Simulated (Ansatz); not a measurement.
SiC (F-43m): r²SCAN against PBEsol and LDA

```
Si C
1.0
     0.00000    2.17817    2.17817
     2.17817    0.00000    2.17817
     2.17817    2.17817    0.00000
Si C
1 1
Cartesian
  0.0000 0.0000 0.0000
  3.2673 3.2673 3.2673
```

This cell (10.33 Å³ an atom) was relaxed by PAW under r²SCAN, and each functional gets its own cell relaxed so. Quantity: dielectric response and Born charges by linear response (direction means).

Runs: (1) r²SCAN, PAW on Ansatz 0.2.0's default frozen-core files (fitted under PBE), scalar-relativistic; k mesh 8×8×8, fixed occupations, cutoff 500 eV. (2) PBEsol, PAW on Ansatz 0.2.0's default frozen-core files (fitted under PBE), scalar-relativistic; k mesh 10×10×10, fixed occupations, cutoff 420 eV. (3) LDA, PAW on Ansatz 0.2.0's default frozen-core files (fitted under PBE), scalar-relativistic; k mesh 10×10×10, fixed occupations, cutoff 420 eV.

Under r²SCAN: ε∞ = 6.52, largest |Z*| = 2.72 e, ε₀ = 9.8.

Question: Which way does PBEsol move the volume, and by how much?

Answer: a = 4.357 Å, 10.34 Å³ an atom: the same within 0.1 %.

Question: What does PBEsol give for these quantities?

Answer: 

```csv
quantity,r²SCAN,PBEsol,change
ε∞,6.52,7.06,+8 %
largest |Z*|,2.72 e,2.72 e,under 1 %
ε₀,9.8,10.4,+6 %
```

Question: Which way does LDA move the volume, and by how much?

Answer: a = 4.329 Å, 10.14 Å³ an atom: 1.9 % smaller.

Question: What does LDA give for these quantities?

Answer: 

```
    quantity  r²SCAN     LDA     change
          ε∞    6.52    6.92       +6 %
largest |Z*|  2.72 e  2.73 e  under 1 %
          ε₀     9.8    10.3       +5 %
```

Keep in mind: frozen-core PAW files fitted under PBE, their cores solved anew for the functional of the run; zone-boundary modes aren't tested; field response not resolved by the mesh (r²SCAN).
